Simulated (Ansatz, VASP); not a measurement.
## WC in VASP and in Ansatz

```xyz
2
Lattice="0.0000 2.1600 2.1600 2.1600 0.0000 2.1600 2.1600 2.1600 0.0000" Properties=species:S:1:pos:R:3 pbc="T T T"
W     0.0000    0.0000    0.0000
C     2.1600    2.1600    2.1600
```

Alike in both runs: functional PBEsol; dispersion D3(BJ); k mesh 11 × 11 × 11; occupations fermi-dirac, width 0.1 eV; no spin polarisation.

Ansatz relaxed the structure, and its values are those at the end. VASP's run is a single point on that final structure, the one shown.

|  | VASP | Ansatz |
| --- | --- | --- |
| version | VASP 6.6.1 | Ansatz 0.2.0 |
| potentials or method | VASP PAW PBE potentials, release 64 (W_sv, C) | plane waves, PAW |
| plane-wave cutoff (eV) | 520 | 517 |
| valence electrons in the cell | 18 | 18 |

VASP gave:

* pressure (GPa): 1.2
* dispersion energy (meV/atom): -463.0

Q: Which values does Ansatz return?

A: Pressure (GPa): 0.0; dispersion energy (meV/atom): -463.2.

Ansatz warned: «stress_scf_threshold_loose».

Caveats: the PAW data sets were made with another functional, which shifts forces and pressure a little (VASP); pairwise dispersion overbinds metals, which lowers pressure and volume. Spin-orbit coupling is left out, which matters for the levels of W.
